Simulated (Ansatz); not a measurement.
Starting cell, BaF2 (fluorite):

```yaml
crystal:
  lattice:
    - [0.00000, 6.24626, 6.24626]
    - [3.12313, 3.12313, 6.24626]
    - [3.12313, 3.12313, 0.00000]
  atoms:
    - { symbol: Ba, position: [0.00000, 0.00000, 0.00000] }
    - { symbol: Ba, position: [0.50000, 0.00000, 0.00000] }
    - { symbol: F, position: [0.00000, 0.25000, 0.25000] }
    - { symbol: F, position: [0.50000, 0.25000, 0.25000] }
    - { symbol: F, position: [0.00000, 0.75000, 0.75000] }
    - { symbol: F, position: [0.50000, 0.75000, 0.75000] }
```

A phonon eigenvector at X = (0.5, 0.5, 0.0) is frozen into this cell: atom i moves by Q times the vector below, so Q is the largest atomic displacement, in Å. The cell is held. (q is in reciprocal vectors of the primitive cell; the cell shown is doubled to hold the pattern.)

| atom | x | y | z |
|---|---|---|---|
| Ba1 | 0.000 | 0.000 | -1.000 |
| Ba2 | 0.000 | 0.000 | 1.000 |

Atoms not listed stay in place.

Computed with PBE (plane waves to 420 eV, PAW, scalar-relativistic; Ansatz, a program for electronic structure). k mesh 9×9×9 (Γ-centred), Fermi-Dirac smearing 0.05 eV. The energy includes the smearing's −TS. BaF2 was relaxed with its symmetry unable to fall. ΔE is measured from the undisplaced structure.

```tsv
Q (Å)	ΔE (meV/cell)
-0.1000	withheld
-0.0833	77.9
-0.0667	49.9
-0.0500	28.1
-0.0333	12.5
-0.0167	3.1
0.0000	0.0
0.0167	3.1
0.0333	12.5
0.0500	28.1
0.0667	49.9
0.0833	77.9
0.1000	withheld
```

Fit an even polynomial form (powers 2, 4) to the given rows and predict ΔE at Q = 0.1000.

Least squares on the 11 given rows: ΔE = (11230)·Q² + (-1110)·Q⁴, in meV/cell with Q in Å; root-mean-square residual 0.04 meV/cell. At 0.1000 the fit gives 112.2 meV/cell; the calculation gives 112.2 meV/cell, the same to the digits shown. The quadratic term alone would give 112.3 meV/cell.

(For displaced atoms, the force is minus the slope of the energy, and its curvature is a force constant, which sets phonon frequencies.)
